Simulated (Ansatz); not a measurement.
This Ansatz 0.2.0 run on Lu needs a look.

File input.yaml:

```yaml
crystal:
  lattice:
    - [-1.9541071088, 1.9541071088, 1.9541071088]
    - [1.9541071088, -1.9541071088, 1.9541071088]
    - [1.9541071088, 1.9541071088, -1.9541071088]
  atoms:
    - { symbol: Lu, position: [0.0, 0.0, 0.0], spin: 0.5 }
kpoints:
  mp_grid: { grid: [8, 8, 8] }
scf:
  occupations: { method: gaussian, width: 0.1 }
  max_iter: 80
hamiltonian:
  xc: pbesol
  dispersion: d4
  pseudopotentials:
    kind: all_electron
    lapw: { basis_error: 0.002 }
    dirac_shells: { Lu: ["4p", "3d"] }
magnetization:
  spin_polarized: true
  initial_magnetization: 15
output: {}
phonons:
  method: fd
  supercell: [2, 2, 2]
  qpath:
    path:
      - [0.0, 0.0, 0.0]
      - [0.5, -0.5, 0.5]
      - [0.0, 0.0, 0.5]
      - [0.0, 0.0, 0.0]
      - [0.25, 0.25, 0.25]
      - [0.5, -0.5, 0.5]
    npoints: 8
```

Potentials or basis: all-electron LAPW, inner shells corrected to Dirac's equation.

Launch:

```console
$ ansatz run input.yaml --threads 1 --pin off --max-ram 2560MiB --backend cpu --events-out ev --progress --plain --runs-dir out
```

Output:

```text
Error: inconsistent input (crystal.atoms[].spin, magnetization.initial_magnetization): Σ_i spin_i = 0.500000 μB but magnetization.initial_magnetization = 15.000000 μB (|Δ| = 1.45e1 > 1e-4); adjust per-atom `spin:`, `per_species`, or `initial_magnetization` to agree
```

Q: Diagnose the run.

A: The program refused the input. The input holds a flaw that was put in on purpose: an impossible spin (magnetization = spin_polarized True, initial_magnetization 15).
